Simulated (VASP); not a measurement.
# ZnS (F-43m) in VASP: notebook, part 2 of 3

VASP 6.6.1.

## Step 3: Single point, PBE, spin-orbit coupling, no magnetisation

INCAR reads:

```
SYSTEM = ZnS
ALGO = Normal
EDIFF = 1E-7
ENCUT = 400
GGA = PE
GGA_COMPAT = .False.
ISIF = 2
ISMEAR = 0
LASPH = .True.
LCHARG = .False.
LORBIT = 11
LREAL = .False.
LSORBIT = .True.
LWAVE = .False.
MAGMOM = 0 0 0 0 0 0
NBANDS = 34
NELM = 100
PREC = Accurate
SIGMA = 0.02
```

KPOINTS reads:

```
k-points
0
Gamma
  5 5 5
  0 0 0
```

POSCAR reads:

```
ZnS
1.0
    0.0000000000      2.7020000000      2.7020000000
    2.7020000000      0.0000000000      2.7020000000
    2.7020000000      2.7020000000      0.0000000000
Zn S
1 1
Direct
    0.7500000000      0.7500000000      0.7500000000
    0.0000000000      0.0000000000      0.0000000000
```

Potentials or basis: VASP PAW PBE potentials, release 64 (Zn, S).

Launch:

```sh
$ cat potpaw_PBE.64/Zn/POTCAR potpaw_PBE.64/S/POTCAR > POTCAR
$ mpirun -np 1 vasp_ncl > vasp.out
```

OUTCAR:

```text
SYSTEM = ZnS
   EDIFF = 1E-7
   ENCUT = 400
   GGA = PE
   ISIF = 2
   ISMEAR = 0
   LASPH = .True.
   LORBIT = 11
   LREAL = .False.
   LSORBIT = .True.
   NELM = 100
   PREC = Accurate

 Found     14 irreducible k-points:

 Following reciprocal coordinates:
            Coordinates               Weight
  0.000000  0.000000  0.000000      1.000000
  0.200000  0.000000  0.000000      4.000000
 -0.200000  0.000000  0.000000      4.000000
  0.400000  0.000000  0.000000      4.000000
 -0.400000  0.000000  0.000000      4.000000
  0.200000  0.200000  0.000000      6.000000
   k-points           NKPTS =     14   k-points in BZ     NKDIM =     14   number of bands    NBANDS=     34
   number of dos      NEDOS =    301   number of ions     NIONS =      2
   total plane-waves  NPLWV =  21952
   dimension x,y,z NGX =    28 NGY =   28 NGZ =   28
   dimension x,y,z NGXF=    56 NGYF=   56 NGZF=   56
   ions per type =               1   1
   NGX,Y,Z   is equivalent  to a cutoff of  12.18, 12.18, 12.18 a.u.
   NGXF,Y,Z  is equivalent  to a cutoff of  24.36, 24.36, 24.36 a.u.
 SYSTEM =  ZnS
   PREC   = accura    normal or accurate (medium, high low for compatibility)
   ISTART =      0    job   : 0-new  1-cont  2-samecut
   ICHARG =      2    charge: 1-file 2-atom 10-const
   ISPIN  =      1    spin polarized calculation?
   LNONCOLLINEAR =      T non collinear calculations
   LSORBIT =      T    spin-orbit coupling
   LASPH  =      T    aspherical Exc in radial PAW
   ENCUT  =  400.0 eV  29.40 Ry    5.42 a.u.   6.23  6.23  6.23*2*pi/ulx,y,z
   NELM   =    100;   NELMIN=  2; NELMDL= -5     # of ELM steps
   EDIFF  = 0.1E-06   stopping-criterion for ELM
   LREAL  =      F    real-space projection
   EDIFFG = 0.1E-05   stopping-criterion for IOM
   NSW    =      0    number of steps for IOM
   IBRION =     -1    ionic relax: 0-MD 1-quasi-New 2-CG
   NFREE  =      0    steps in history (QN), initial steepest desc. (CG)
   ISIF   =      2    stress and relaxation
   ISYM   =      2    0-nonsym 1-usesym 2-fastsym
   POTIM  = 0.5000    time-step for ionic-motion
   TEBEG  =    0.0;   TEEND  =   0.0 temperature during run
   PSTRESS=    0.0 pullay stress
   NELECT =      18.0000    total number of electrons
   NUPDOWN=      -1.0000    fix difference up-down
   EMIN   =  10.00;   EMAX   =-10.00  energy-range for DOS
   EFERMI =   0.00;   METHOD = LEGACY
   ISMEAR =     0;   SIGMA  =   0.02  broadening in eV -4-tet -1-fermi 0-gaus
   EFERMI_NEDOS =   21; number of points for ismear=-14 and -15
[... 272 lines left out ...]

  FREE ENERGIE OF THE ION-ELECTRON SYSTEM (eV)
  ---------------------------------------------------
  free  energy   TOTEN  =        -6.8393576146 eV

  energy  without entropy=       -6.8393576146  energy(sigma->0) =       -6.83935761

 Spin-Orbit-Coupling matrix elements

 Ion:    1  E_soc:     -0.0083593
 l=   1
     0.0000000    -0.0004097    -0.0004097
    -0.0004097     0.0000000    -0.0004097
    -0.0004097    -0.0004097     0.0000000
 l=   2
     0.0000000    -0.0002009     0.0000000    -0.0002009    -0.0007826
    -0.0002009     0.0000000    -0.0005870    -0.0002009    -0.0001957
     0.0000000    -0.0005870     0.0000000    -0.0005870     0.0000000
    -0.0002009    -0.0002009    -0.0005870     0.0000000    -0.0001957
    -0.0007826    -0.0001957     0.0000000    -0.0001957     0.0000000
 l=   3
     0.0000000     0.0000000     0.0000000     0.0000000     0.0000000     0.0000000     0.0000000
     0.0000000     0.0000000     0.0000000     0.0000000     0.0000000     0.0000000     0.0000000
     0.0000000     0.0000000     0.0000000     0.0000000     0.0000000     0.0000000     0.0000000
     0.0000000     0.0000000     0.0000000     0.0000000     0.0000000     0.0000000     0.0000000
     0.0000000     0.0000000     0.0000000     0.0000000     0.0000000     0.0000000     0.0000000
     0.0000000     0.0000000     0.0000000     0.0000000     0.0000000     0.0000000     0.0000000
     0.0000000     0.0000000     0.0000000     0.0000000     0.0000000     0.0000000     0.0000000

 Ion:    2  E_soc:     -0.0017721
 l=   1
     0.0000000    -0.0002954    -0.0002954
    -0.0002954     0.0000000    -0.0002954
    -0.0002954    -0.0002954     0.0000000
 l=   2
     0.0000000     0.0000000     0.0000000     0.0000000     0.0000000
     0.0000000     0.0000000     0.0000000     0.0000000     0.0000000
     0.0000000     0.0000000     0.0000000     0.0000000     0.0000000
     0.0000000     0.0000000     0.0000000     0.0000000     0.0000000
     0.0000000     0.0000000     0.0000000     0.0000000     0.0000000
 l=   3
     0.0000000     0.0000000     0.0000000     0.0000000     0.0000000     0.0000000     0.0000000
     0.0000000     0.0000000     0.0000000     0.0000000     0.0000000     0.0000000     0.0000000
     0.0000000     0.0000000     0.0000000     0.0000000     0.0000000     0.0000000     0.0000000
     0.0000000     0.0000000     0.0000000     0.0000000     0.0000000     0.0000000     0.0000000
     0.0000000     0.0000000     0.0000000     0.0000000     0.0000000     0.0000000     0.0000000
     0.0000000     0.0000000     0.0000000     0.0000000     0.0000000     0.0000000     0.0000000
     0.0000000     0.0000000     0.0000000     0.0000000     0.0000000     0.0000000     0.0000000

 total charge

# of ion       s       p       d       tot
------------------------------------------
    1        0.518   0.477   9.799  10.794
    2        1.314   2.439   0.000   3.753
--------------------------------------------------
tot          1.832   2.916   9.799  14.547

 magnetization (x)

# of ion       s       p       d       tot
------------------------------------------
    1        0.000   0.000   0.000   0.000
    2        0.000   0.000   0.000   0.000
--------------------------------------------------
tot          0.000   0.000   0.000   0.000

 magnetization (y)

# of ion       s       p       d       tot
------------------------------------------
    1        0.000  -0.000   0.000  -0.000
    2        0.000   0.000   0.000   0.000
--------------------------------------------------
tot          0.000  -0.000   0.000  -0.000

 magnetization (z)

# of ion       s       p       d       tot
------------------------------------------
    1       -0.000  -0.000  -0.000  -0.000
    2        0.000  -0.000   0.000  -0.000
--------------------------------------------------
tot         -0.000  -0.000  -0.000  -0.000
```

OSZICAR:

```text
N       E                     dE             d eps       ncg     rms          rms(c)
DAV:   1     0.113815305789E+03    0.11382E+03   -0.67381E+03   952   0.106E+03
DAV:   2     0.524727527591E+01   -0.10857E+03   -0.10034E+03   968   0.268E+02
DAV:   3    -0.696758850860E+01   -0.12215E+02   -0.11969E+02  1112   0.872E+01
DAV:   4    -0.726803943646E+01   -0.30045E+00   -0.29977E+00  1088   0.140E+01
DAV:   5    -0.727113656358E+01   -0.30971E-02   -0.30961E-02  1140   0.140E+00    0.687E+00
DAV:   6    -0.685361823818E+01    0.41752E+00   -0.52839E-01  1440   0.285E+01    0.529E+00
DAV:   7    -0.683951544246E+01    0.14103E-01   -0.35747E-01  1122   0.451E+00    0.271E+00
DAV:   8    -0.683887778862E+01    0.63765E-03   -0.61728E-03  1030   0.577E-01    0.923E-01
DAV:   9    -0.683919205696E+01   -0.31427E-03   -0.11164E-03  1022   0.280E-01    0.214E-01
DAV:  10    -0.683924572627E+01   -0.53669E-04   -0.12288E-04  1096   0.946E-02    0.105E-01
DAV:  11    -0.683935776212E+01   -0.11204E-03   -0.10114E-04   992   0.152E-01    0.104E-01
DAV:  12    -0.683935662156E+01    0.11406E-05   -0.32594E-05  1150   0.110E-01    0.109E-02
DAV:  13    -0.683935750244E+01   -0.88088E-06   -0.34526E-06  1010   0.159E-02    0.354E-03
DAV:  14    -0.683935761711E+01   -0.11467E-06   -0.39893E-07  1084   0.111E-02    0.280E-03
DAV:  15    -0.683935761459E+01    0.25273E-08   -0.50906E-08   838   0.202E-03
   1 F= -.68393576E+01 E0= -.68393576E+01  d E =-.919456E-18  mag=     0.0000    -0.0000     0.0000
```

It took 18 s on 1 thread of AMD EPYC 9R45 (Zen 5), shared host; peak memory 0.21 GiB.

These settings aren't checked as converged: the numbers below hold their error.

What came out:

```yaml
Free_energy: -6.8394 eV
Pressure: 1.6 GPa
Valence_electrons_inside_the_program's_atomic_spheres: Zn 10.79; S 3.75
```

Caveat: the k mesh is coarse (spacing up to 0.40 Å⁻¹), so the values aren't converged.

## Step 4: Single point, PBE, spin-orbit coupling, no magnetisation

Changes to INCAR since step 3:

```diff
@@ -3,3 +3,3 @@
 EDIFF = 1E-7
-ENCUT = 400
+ENCUT = 650
 GGA = PE
```

KPOINTS reads:

```
k-points
0
Gamma
  4 4 4
  0 0 0
```

POSCAR is that of step 3.

Launch:

```sh
$ cat potpaw_PBE.64/Zn/POTCAR potpaw_PBE.64/S/POTCAR > POTCAR
$ mpirun -np 1 vasp_ncl > vasp.out
```

It took 19 s on 1 thread of AMD EPYC 9R45 (Zen 5), shared host; peak memory 0.28 GiB.

The run converged, but some of its settings lie outside the range that counts as converged, so its numbers aren't taken as properties of the crystal.

What came out:

```yaml
Free_energy: -6.8054 eV
Pressure: 2.1 GPa
Valence_electrons_inside_the_program's_atomic_spheres: Zn 10.79; S 3.76
```

Caveat: the k mesh is coarse (spacing up to 0.50 Å⁻¹), so the values aren't converged.

## Step 5: Single point, PBE, spin-orbit coupling, no magnetisation

Changes to INCAR since step 4:

```diff
@@ -3,3 +3,3 @@
 EDIFF = 1E-7
-ENCUT = 650
+ENCUT = 340
 GGA = PE
```

KPOINTS reads:

```
k-points
0
Gamma
  6 6 6
  0 0 0
```

POSCAR is that of step 4.

Potentials or basis: VASP PAW PBE potentials, release 64 (Zn, S).

Launch:

```sh
$ cat potpaw_PBE.64/Zn/POTCAR potpaw_PBE.64/S/POTCAR > POTCAR
$ mpirun -np 1 vasp_ncl > vasp.out
```

OUTCAR:

```text
SYSTEM = ZnS
   EDIFF = 1E-7
   ENCUT = 340
   GGA = PE
   ISIF = 2
   ISMEAR = 0
   LASPH = .True.
   LORBIT = 11
   LREAL = .False.
   LSORBIT = .True.
   NELM = 100
   PREC = Accurate

 Found     22 irreducible k-points:

 Following reciprocal coordinates:
            Coordinates               Weight
  0.000000  0.000000  0.000000      1.000000
  0.166667  0.000000  0.000000      4.000000
 -0.166667  0.000000  0.000000      4.000000
  0.333333  0.000000  0.000000      4.000000
 -0.333333  0.000000  0.000000      4.000000
  0.500000  0.000000  0.000000      4.000000
   k-points           NKPTS =     22   k-points in BZ     NKDIM =     22   number of bands    NBANDS=     34
   number of dos      NEDOS =    301   number of ions     NIONS =      2
   total plane-waves  NPLWV =  13824
   dimension x,y,z NGX =    24 NGY =   24 NGZ =   24
   dimension x,y,z NGXF=    48 NGYF=   48 NGZF=   48
   ions per type =               1   1
   NGX,Y,Z   is equivalent  to a cutoff of  10.44, 10.44, 10.44 a.u.
   NGXF,Y,Z  is equivalent  to a cutoff of  20.88, 20.88, 20.88 a.u.
 SYSTEM =  ZnS
   PREC   = accura    normal or accurate (medium, high low for compatibility)
   ISTART =      0    job   : 0-new  1-cont  2-samecut
   ICHARG =      2    charge: 1-file 2-atom 10-const
   ISPIN  =      1    spin polarized calculation?
   LNONCOLLINEAR =      T non collinear calculations
   LSORBIT =      T    spin-orbit coupling
   LASPH  =      T    aspherical Exc in radial PAW
   ENCUT  =  340.0 eV  24.99 Ry    5.00 a.u.   5.75  5.75  5.75*2*pi/ulx,y,z
[... 314 lines left out ...]
     0.0000000     0.0000000     0.0000000     0.0000000     0.0000000     0.0000000     0.0000000

 Ion:    2  E_soc:     -0.0017750
 l=   1
     0.0000000    -0.0002958    -0.0002958
    -0.0002958     0.0000000    -0.0002958
    -0.0002958    -0.0002958     0.0000000
 l=   2
     0.0000000     0.0000000     0.0000000     0.0000000     0.0000000
     0.0000000     0.0000000     0.0000000     0.0000000     0.0000000
     0.0000000     0.0000000     0.0000000     0.0000000     0.0000000
     0.0000000     0.0000000     0.0000000     0.0000000     0.0000000
     0.0000000     0.0000000     0.0000000     0.0000000     0.0000000
 l=   3
     0.0000000     0.0000000     0.0000000     0.0000000     0.0000000     0.0000000     0.0000000
     0.0000000     0.0000000     0.0000000     0.0000000     0.0000000     0.0000000     0.0000000
     0.0000000     0.0000000     0.0000000     0.0000000     0.0000000     0.0000000     0.0000000
     0.0000000     0.0000000     0.0000000     0.0000000     0.0000000     0.0000000     0.0000000
     0.0000000     0.0000000     0.0000000     0.0000000     0.0000000     0.0000000     0.0000000
     0.0000000     0.0000000     0.0000000     0.0000000     0.0000000     0.0000000     0.0000000
     0.0000000     0.0000000     0.0000000     0.0000000     0.0000000     0.0000000     0.0000000

 total charge

# of ion       s       p       d       tot
------------------------------------------
    1        0.520   0.477   9.794  10.791
    2        1.314   2.437   0.000   3.751
--------------------------------------------------
tot          1.834   2.914   9.794  14.542

 magnetization (x)

# of ion       s       p       d       tot
------------------------------------------
    1        0.000   0.000   0.000   0.000
    2       -0.000  -0.000   0.000  -0.000
--------------------------------------------------
tot          0.000  -0.000   0.000   0.000

 magnetization (y)

# of ion       s       p       d       tot
------------------------------------------
    1        0.000   0.000   0.000   0.000
    2       -0.000   0.000   0.000  -0.000
--------------------------------------------------
tot         -0.000   0.000   0.000  -0.000

 magnetization (z)

# of ion       s       p       d       tot
------------------------------------------
    1       -0.000   0.000   0.000   0.000
    2       -0.000   0.000   0.000   0.000
--------------------------------------------------
tot         -0.000   0.000   0.000   0.000
```

Run time: 16 s. Hardware: 1 thread of AMD EPYC 9R45 (Zen 5), shared host; peak memory 0.17 GiB.

The run converged, but some of its settings lie outside the range that counts as converged, so its numbers aren't taken as properties of the crystal.

Results:

```
Free energy                                           : -6.8477 eV
Pressure                                              : 1.6 GPa
Valence electrons inside the program's atomic spheres : Zn 10.79; S 3.75
```

Caveat: the cutoff is under 1.25 times the usual one of these potentials, so pressure, stress and relaxed cells hold a basis-set (Pulay) error.

(Part 2 of 3 ends here.)
